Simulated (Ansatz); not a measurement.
**Ligand exchange: C4H10O + CH5BO2 → C3H8O2 + C2H7BO**

Species: C4H10O `CCCCO`, singlet; CH5BO2 `COBO`, singlet; C3H8O2 (1,3-propanediol) `OCCCO`, singlet; C2H7BO `CBOC`, singlet. The partners trade CH3 for OH: C–CH3 and B–OH bonds give way to C–OH and B–CH3.

Shapes, held fixed at every level: PBE0-D4/def2-TZVP. Flexible molecules stand in one conformer, not always the lowest. Programs: Ansatz 0.2.0. The zero-point and thermal change to 298 K, harmonic and unscaled (PBE0-D4/def2-TZVP), is -4.1 kJ/mol.

```
                level                   kind  ΔH(298 K) (kJ/mol)  less CCSD(T)/CBS estimate  CPU time (sum over the molecules)
          HF/def2-SVP           Hartree–Fock              +173.8                       +6.7                                  –
        HF/def2-TZVPP           Hartree–Fock              +170.2                       +3.1                                  –
  BHLYP-D4/def2-TZVPP          global hybrid              +167.9                       +0.8                               37 s
r2SCAN0-D4/def2-TZVPP          global hybrid              +167.5                       +0.4                               70 s
    B2PLYP/def2-TZVPP          double hybrid              +166.7                       -0.4                               77 s
     CCSD(T)/def2-SVP  coupled cluster or CI              +176.9                       +9.8                               90 s
 CCSD(T)/CBS estimate  coupled cluster or CI              +167.1                        0.0                              1.5 h
```

The highest level, CCSD(T)/CBS estimate, gives ΔH(298 K) = +167.1 kJ/mol; the levels span +166.7 to +176.9. The column of differences is taken from that level and isn't an error. No measured value is set beside it here. The CBS estimate extrapolates MP2 from def2-TZVPP and def2-QZVPP and adds CCSD(T) − MP2 in the triple-zeta set, cores frozen. Times are processor times on shared x86 and Arm servers, and rough.
